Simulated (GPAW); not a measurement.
# Ir (P6_3/mmc) in GPAW: convergence with k mesh

Aim: find how far k mesh must go before the results for Ir settle, at PBEsol. This setting moves, with any that are tied to it; all else stays.

Everything below comes from runs of GPAW 26.7.0. Logs are shortened: lines on timing, memory, paths and dates and some standing lists are left out, and cuts for length are marked. The log counts tension as positive stress, the text compression.

## 1. The crystal as given

Symmetry: P6_3/mmc, No. 194, hexagonal system. Conventional cell: a = 2.751 Å, b = 2.751 Å, c = 4.462 Å, α = 90.00°, β = 90.00°, γ = 120.00°. Around Ir (site symmetry -6m2) lie 12 Ir at 2.74 to 2.75 Å.

This isn't the form of Ir at room conditions, which is fcc.

## 2. With k mesh 3 × 3 × 2

The input, run.py:

```python
from ase.dft.bandgap import bandgap
from ase.io import read, write
from ase.units import GPa
from gpaw import GPAW, PW, setup_paths

setup_paths.insert(0, '.')

atoms = read('POSCAR')

calc = GPAW(mode=PW(600),
            xc='PBEsol',
            kpts={'size': (3, 3, 2), 'gamma': True},
            occupations={'name': 'fermi-dirac', 'width': 0.05},
            nbands=28,
            convergence={'density': 1e-05, 'energy': 1e-05},
            maxiter=100,
            txt='gpaw.txt')
atoms.calc = calc
energy = atoms.get_potential_energy()
forces = atoms.get_forces()
stress = atoms.get_stress()
calc.write('gs.gpw')
write('result.traj', atoms)
print(f'Energy: {energy:.6f} eV')
print('Forces (eV/A):')
print(forces.round(4))
print('Stress (GPa):', (stress / GPa).round(3))
print('Fermi level:', round(calc.get_fermi_level(), 4), 'eV')
print(f'Gap: {bandgap(calc)[0]:.4f} eV, direct: {bandgap(calc, direct=True)[0]:.4f} eV')
```

The input, POSCAR:

```
Ir
1.0
    2.7513778946      0.0000000000      0.0000000000
   -1.3756889473      2.3827631521      0.0000000000
    0.0000000000      0.0000000000      4.4622900000
Ir
2
Direct
    0.3333333333      0.6666666667      0.2500000000
    0.6666666667      0.3333333333      0.7500000000
```

Potentials or basis: PAW data sets generated in the run's folder for this functional, pw.

On the command line:

```
$ gpaw-setup -f PBEsol Ir
$ OMP_NUM_THREADS=1 python run.py
```

gpaw.txt:

```text
__  _  _
 | _ |_)|_||  |
 |__||  | ||/\| - 26.7.0

Input parameters:
  mode=PW(ecut=600.0),
  convergence={'density': 1e-05, 'energy': 1e-05},
  kpts=MonkhorstPack(size=(3, 3, 2), gamma=True),
  maxiter=100,
  nbands=28,
  occupations=Occupations(name='fermi-dirac', width=0.05),
  xc=XC(name='PBEsol')

Diagonalizing LCAO Hamiltonian
Converting LCAO to pw mode

          Ir

        Ir

Atoms  # Å, Bohr magnetons
|   | symbol |         x |        y |        z |    initial magnetic moments |
|---|--------|-----------|----------|----------|-----------------------------|
| 0 |     Ir | -0.000000 | 1.588509 | 1.115573 | ( 0.0000,  0.0000,  0.0000) |
| 1 |     Ir |  1.375689 | 0.794254 | 3.346718 | ( 0.0000,  0.0000,  0.0000) |

Unit cell  # Å
| periodic |         x |        y |        z |  lengths |     angles |
|----------|-----------|----------|----------|----------|------------|
|      yes |  2.751378 | 0.000000 | 0.000000 | 2.751378 |  90.000000 |
|      yes | -1.375689 | 2.382763 | 0.000000 | 2.751378 |  90.000000 |
|      yes |  0.000000 | 0.000000 | 4.462290 | 4.462290 | 120.000000 |

Number of symmetries: 12
Symmetry operations  # r_c * U_cc + t_c -> r_c
|    | kind |            matrix            |
|----|------|------------------------------|
|  0 |  σ   |  1, 1, 0,  0,-1, 0,  0, 0, 1 |
|  1 |  S6  |  1, 1, 0, -1, 0, 0,  0, 0,-1 |
|  2 |  E   |  1, 0, 0,  0, 1, 0,  0, 0, 1 |
|  3 |  C2  |  1, 0, 0, -1,-1, 0,  0, 0,-1 |
|  4 |  C2  |  0, 1, 0,  1, 0, 0,  0, 0,-1 |
|  5 |  C3  |  0, 1, 0, -1,-1, 0,  0, 0, 1 |
|  6 |  S6  |  0,-1, 0,  1, 1, 0,  0, 0,-1 |
|  7 |  σ   |  0,-1, 0, -1, 0, 0,  0, 0, 1 |
|  8 |  σ   | -1, 0, 0,  1, 1, 0,  0, 0, 1 |
|  9 |  i   | -1, 0, 0,  0,-1, 0,  0, 0,-1 |
| 10 |  C3  | -1,-1, 0,  1, 0, 0,  0, 0, 1 |
| 11 |  C2  | -1,-1, 0,  0, 1, 0,  0, 0,-1 |

BZ-sampling:
  Number of BZ points: 18
  Number of IBZ points: 6

  Monkhorst-Pack size: [3, 3, 2]
  Monkhorst-Pack shift: [0.0, 0.0, 0.25]

K-points  # in reciprocal-cell coordinates
|   |                                coordinates |     weight |
|---|--------------------------------------------|------------|
| 0 | (  0.00000000,   0.00000000,   0.00000000) | 0.05555556 |
| 1 | (  0.00000000,   0.00000000,   0.50000000) | 0.05555556 |
| 2 | (  0.33333333,   0.00000000,   0.00000000) | 0.33333333 |
| 3 | (  0.33333333,   0.00000000,   0.50000000) | 0.33333333 |
| 4 | (  0.33333333,   0.33333333,   0.00000000) | 0.11111111 |
| 5 | (  0.33333333,   0.33333333,   0.50000000) | 0.11111111 |

Plane wave coefficients: 990
Cutoff: 600.0 eV

Spin-components: 1 (collinear spins)
Bands:           28
Projectors:      12
Spin-degeneracy: 2
Datatype:        complex128

Parallelization:
  kpt:    1
  domain: 1
  band:   1

Density:
  Valence electrons: 30.0
  Components: 1
  Grid points: [16 16 27]
  Charge: 0.0  # |e|

Potential:
  Grid points: [16 16 27]

species:
  Ir:
    name:    Iridium
    Z:       77.0
    valence: 15
    core:    62
    charge:  0.0  # [|e|]
    compensation charges:
      type: gauss
      rc: 0.40  # [Å]
      lmax: 2
    cutoffs:
      filter: 2.40  # [Å]
      core: 2.36  # [Å]
    projectors
    | kind |    occ | energy [eV] | rcut [Å] |
    |------|--------|-------------|----------|
    |   6s |  2.000 |      -6.350 |    1.296 |
    |   5p |  6.000 |     -54.763 |    1.328 |
    |   6p |  0.000 |      -1.184 |    1.328 |
    |   5d |  7.000 |      -7.197 |    1.286 |
    |    s |        |      20.861 |    1.296 |
    |    d |        |      20.014 |    1.286 |

    Using partial waves for Ir as LCAO basis

Reference energy: -968695.763642  # eV

eigensolver:
  PPCG
  Converge bands: occupied
  niter=2

density mixing:
  MSR1-Mixer
  Pratt-step length: 0.05
  Maximum mixing coefficient: 0.75
  Old densities: 10
  SVD Regularization: 0.005
  Good broyden scale: 1.0
  Trust region scale: 1.0
  Backstep threshold: 4.0
  History deletion threshold: 6.0
  Fourier metric: weight=20.0, sigma=0.015

occupation numbers:
  Fermi-Dirac:
    width: 0.0500  # eV

poisson solver:
  ecut: 4800.0  # eV

xc functional:
  name: PBEsol with 2 nearest neighbor stencil

convergence criteria:
- Maximum integral of absolute [dens]ity change: 1e-05 electrons / valence electron
- Maximum [total energy] change in last 3 cyles: 1e-05 eV / valence electron
- Maximum integral of absolute [eigenst]ate change: 4e-08 eV^2 / valence electron
maximum number of iterations: 100

SCF iterations
|iter     | |      energy | eigst |  dens |
|---------|-|-------------|-------|-------|
|iter:   1| |  -19.494425 | +0.14 |       |
|iter:   2| |  -19.448274 | -2.65 | -1.38 |
|iter:   3| |  -19.259575 | -2.14 | -1.43 |
|iter:   4| |  -19.269454 | -3.33 | -2.07 |
|iter:   5| |  -19.273810 | -3.52 | -2.40 |
|iter:   6| |  -19.273906 | -5.26 | -3.45 |
|iter:   7| |  -19.273917c| -6.37 | -3.98 |
|iter:   8| |  -19.273918c| -7.90c| -4.66 |
|iter:   9| |  -19.273918c| -7.55c| -4.97 |
|iter:  10| |  -19.273918c| -8.14c| -5.62c|

Converged in 10 steps
Energy contributions relative to reference atoms: (reference = -968695.763642)

Energy contributions:
  Kinetic:           5.423410
  Coulomb:          -4.769616
  Zero:             -0.467599
  External:          0.000000
  Xc:              -19.438625
  Entropy:          -0.042976
  Spinorbit:         0.000000
  ----------------------------
  Free energy:     -19.295406
  Extrapolated:    -19.273918

dipole moment: (0.000001, 0.000001, 0.000003)  # |e|*Ang

Fermi level: 14.086
Eigenvalues  # (at kpt = [0.000, 0.000, 0.000])
| band index |      eig [eV] | occ [0-2] |
|------------|---------------|-----------|
|          0 |       -36.223 |     2.000 |
|        ... |               |           |
|          8 |        10.317 |     2.000 |
|          9 |        10.621 |     2.000 |
|         10 |        10.621 |     2.000 |
|         11 |        11.252 |     2.000 |
|         12 |        11.252 |     2.000 |
|         13 |        11.790 |     2.000 |
[... 8 lines left out ...]
|         22 |        35.095 |     0.000 |
|         23 |        35.095 |     0.000 |
|        ... |               |           |
|         27 |        39.214 |     0.000 |

No gap
No difference between direct/indirect transitions

Forces  # eV/Ang
|        x |        y |        z |
|----------|----------|----------|
| -0.00000 | -0.00000 | -0.00001 |  # Ir   0
|  0.00000 |  0.00000 |  0.00001 |  # Ir   1

Stress tensor  # eV/Ang^3
|         x |         y |        z |
|-----------|-----------|----------|
| -0.089867 |  0.000000 | 0.000000 |
|  0.000000 | -0.089867 | 0.000000 |
|  0.000000 |  0.000000 | 0.230672 |

# Writing to gs.gpw (mode='')
```

Run time: 8.5 s. Hardware: 1 thread of Arm Neoverse V1, shared host; peak memory 0.14 GiB.

What came out:

```
Free energy            : -19.2954 eV
Pressure               : -2.7 GPa
Band gap on the k mesh : none (metal or under the smearing width)
```

## 3. With k mesh 4 × 4 × 2

run.py: that of step 2 with these lines changed.

```diff
@@ -11,3 +11,3 @@
             xc='PBEsol',
-            kpts={'size': (3, 3, 2), 'gamma': True},
+            kpts={'size': (4, 4, 2), 'gamma': True},
             occupations={'name': 'fermi-dirac', 'width': 0.05},
```

POSCAR is that of step 2.

Potentials or basis: PAW data sets generated in the run's folder for this functional, pw.

On the command line:

```
$ gpaw-setup -f PBEsol Ir
$ OMP_NUM_THREADS=1 python run.py
```

It took 9.5 s on 1 thread of Arm Neoverse V1, shared host; peak memory 0.14 GiB.

Results:

| Item | Value |
| --- | --- |
| Free energy | -20.8404 eV |
| Pressure | -16.8 GPa |
| Band gap on the k mesh | none (metal or under the smearing width) |

## 4. With k mesh 5 × 5 × 3

run.py: that of step 3 with these lines changed.

```diff
@@ -11,3 +11,3 @@
             xc='PBEsol',
-            kpts={'size': (4, 4, 2), 'gamma': True},
+            kpts={'size': (5, 5, 3), 'gamma': True},
             occupations={'name': 'fermi-dirac', 'width': 0.05},
```

POSCAR is that of step 3.

On the command line:

```
$ gpaw-setup -f PBEsol Ir
$ OMP_NUM_THREADS=1 python run.py
```

Wall time 11 s (1 thread of Arm Neoverse V1, shared host); peak memory 0.14 GiB.

What came out:

```
Free energy            : -20.3415 eV
Pressure               : -12.2 GPa
Band gap on the k mesh : none (metal or under the smearing width)
```

## 5. With k mesh 6 × 6 × 3

run.py: that of step 4 with these lines changed.

```diff
@@ -11,3 +11,3 @@
             xc='PBEsol',
-            kpts={'size': (5, 5, 3), 'gamma': True},
+            kpts={'size': (6, 6, 3), 'gamma': True},
             occupations={'name': 'fermi-dirac', 'width': 0.05},
```

POSCAR is that of step 4.

On the command line:

```
$ gpaw-setup -f PBEsol Ir
$ OMP_NUM_THREADS=1 python run.py
```

It took 15 s on 1 thread of Arm Neoverse V1, shared host; peak memory 0.14 GiB.

It converged, with:

```
Free energy            : -20.4870 eV
Pressure               : -13.2 GPa
Band gap on the k mesh : none (metal or under the smearing width)
```

## 6. With k mesh 7 × 7 × 4

run.py: that of step 5 with these lines changed.

```diff
@@ -11,3 +11,3 @@
             xc='PBEsol',
-            kpts={'size': (6, 6, 3), 'gamma': True},
+            kpts={'size': (7, 7, 4), 'gamma': True},
             occupations={'name': 'fermi-dirac', 'width': 0.05},
```

POSCAR is that of step 5.

Potentials or basis: PAW data sets generated in the run's folder for this functional, pw.

On the command line:

```
$ gpaw-setup -f PBEsol Ir
$ OMP_NUM_THREADS=1 python run.py
```

Run time: 20 s. Hardware: 1 thread of Arm Neoverse V1, shared host; peak memory 0.15 GiB.

Results (log left out):

```yaml
Free_energy: -20.6059 eV
Pressure: -14.6 GPa
Band_gap_on_the_k_mesh: none (metal or under the smearing width)
```

## 7. With k mesh 8 × 8 × 5

run.py: that of step 6 with these lines changed.

```diff
@@ -11,3 +11,3 @@
             xc='PBEsol',
-            kpts={'size': (7, 7, 4), 'gamma': True},
+            kpts={'size': (8, 8, 5), 'gamma': True},
             occupations={'name': 'fermi-dirac', 'width': 0.05},
```

POSCAR is that of step 6.

On the command line:

```
$ gpaw-setup -f PBEsol Ir
$ OMP_NUM_THREADS=1 python run.py
```

Run time: 25 s. Hardware: 1 thread of Arm Neoverse V1, shared host; peak memory 0.15 GiB.

Results (log left out):

- Free energy: -20.4193 eV
- Pressure: -12.6 GPa
- Band gap on the k mesh: none (metal or under the smearing width)

## 8. With k mesh 10 × 10 × 6

run.py: that of step 7 with these lines changed.

```diff
@@ -11,3 +11,3 @@
             xc='PBEsol',
-            kpts={'size': (8, 8, 5), 'gamma': True},
+            kpts={'size': (10, 10, 6), 'gamma': True},
             occupations={'name': 'fermi-dirac', 'width': 0.05},
```

POSCAR is that of step 7.

On the command line:

```
$ gpaw-setup -f PBEsol Ir
$ OMP_NUM_THREADS=1 python run.py
```

Run time: 38 s. Hardware: 1 thread of Arm Neoverse V1, shared host; peak memory 0.17 GiB.

It converged, with:

| Quantity | Value |
| --- | --- |
| Free energy | -20.4971 eV |
| Pressure | -13.4 GPa |
| Band gap on the k mesh | none (metal or under the smearing width) |

## 9. With k mesh 12 × 12 × 7

run.py: that of step 8 with these lines changed.

```diff
@@ -11,3 +11,3 @@
             xc='PBEsol',
-            kpts={'size': (10, 10, 6), 'gamma': True},
+            kpts={'size': (12, 12, 7), 'gamma': True},
             occupations={'name': 'fermi-dirac', 'width': 0.05},
```

POSCAR is that of step 8.

Potentials or basis: PAW data sets generated in the run's folder for this functional, pw.

On the command line:

```
$ gpaw-setup -f PBEsol Ir
$ OMP_NUM_THREADS=1 python run.py
```

Run time: 59 s. Hardware: 1 thread of Arm Neoverse V1, shared host; peak memory 0.2 GiB.

It converged, with:

```
Free energy            : -20.5105 eV
Pressure               : -13.6 GPa
Band gap on the k mesh : none (metal or under the smearing width)
```

## 10. With k mesh 15 × 15 × 8

run.py: that of step 9 with these lines changed.

```diff
@@ -11,3 +11,3 @@
             xc='PBEsol',
-            kpts={'size': (12, 12, 7), 'gamma': True},
+            kpts={'size': (15, 15, 8), 'gamma': True},
             occupations={'name': 'fermi-dirac', 'width': 0.05},
```

POSCAR is that of step 9.

On the command line:

```
$ gpaw-setup -f PBEsol Ir
$ OMP_NUM_THREADS=1 python run.py
```

It took 95 s on 1 thread of Arm Neoverse V1, shared host; peak memory 0.24 GiB.

It converged, with:

| Property | Result |
| --- | --- |
| Free energy | -20.5034 eV |
| Pressure | -13.5 GPa |
| Band gap on the k mesh | none (metal or under the smearing width) |

## 11. Result

```csv
k mesh,"energy less the tightest run, at zero smearing (meV/atom)",pressure (GPa),SCF cycles,CPU time (s),peak memory (GiB)
3 × 3 × 2,609.46,-2.72,10,8.5,0.14
4 × 4 × 2,-166.24,-16.83,10,9.5,0.14
5 × 5 × 3,84.76,-12.24,9,11,0.14
6 × 6 × 3,9.12,-13.19,10,15,0.14
7 × 7 × 4,-54.67,-14.60,10,20,0.15
8 × 8 × 5,43.08,-12.61,10,25,0.15
10 × 10 × 6,4.47,-13.36,10,38,0.17
12 × 12 × 7,-4.57,-13.64,10,59,0.2
15 × 15 × 8,0.00,-13.52,10,95,0.24
```

Not settled before the last step: the energy (to 1 meV/atom), the pressure (to 0.1 GPa). Meshes of other sizes hit other points, so gaps and Fermi surfaces needn't settle smoothly. The tightest run that finished is the yardstick and may itself not be fully converged.
